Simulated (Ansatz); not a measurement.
The system is GaP.

```
CELL_PARAMETERS angstrom
0.00000 2.72525 2.72525
2.72525 0.00000 2.72525
2.72525 2.72525 0.00000
ATOMIC_POSITIONS crystal
Ga 0.00000 0.00000 0.00000
P 0.75000 0.75000 0.75000
```

```yaml
Program: Ansatz 0.2.0
Task: relaxation of cell and atoms
Functional: PBE
Potentials_or_basis: Ansatz PAW
Cutoff: "420 eV (not typed: the program's choice for these potentials)"
k_mesh: 8 × 8 × 8
Occupations: fermi-dirac, width 0.05 eV
Spin: no spin polarisation
```

At the start: volume 20.24 Å³/atom.

**Question.** How do energy, volume and symmetry change on relaxing?

**Answer.** It ends after 4 steps and the volume is 20.85 Å³/atom (+3.0 %); space group F-43m (No. 216, to 0.05 Å).

Step by step:
| step | energy change (eV) | largest force (eV/Å) | volume (Å³) |
| --- | --- | --- | --- |
| 1 | 0.0000 | 0.0000 | 40.48 |
| 2 | -0.0084 | 0.0000 | 41.33 |
| 3 | -0.0092 | 0.0000 | 41.71 |
| 4 | -0.0095 | 0.0000 | 41.71 |

Final structure:
```
CELL_PARAMETERS angstrom
0.00000 2.75254 2.75254
2.75254 0.00000 2.75254
2.75254 2.75254 0.00000
ATOMIC_POSITIONS crystal
Ga 0.00000 0.00000 0.00000
P 0.75000 0.75000 0.75000
```

Caveat: the plane-wave basis is chosen anew once the cell has moved, so the energies of steps on either side of that aren't comparable.
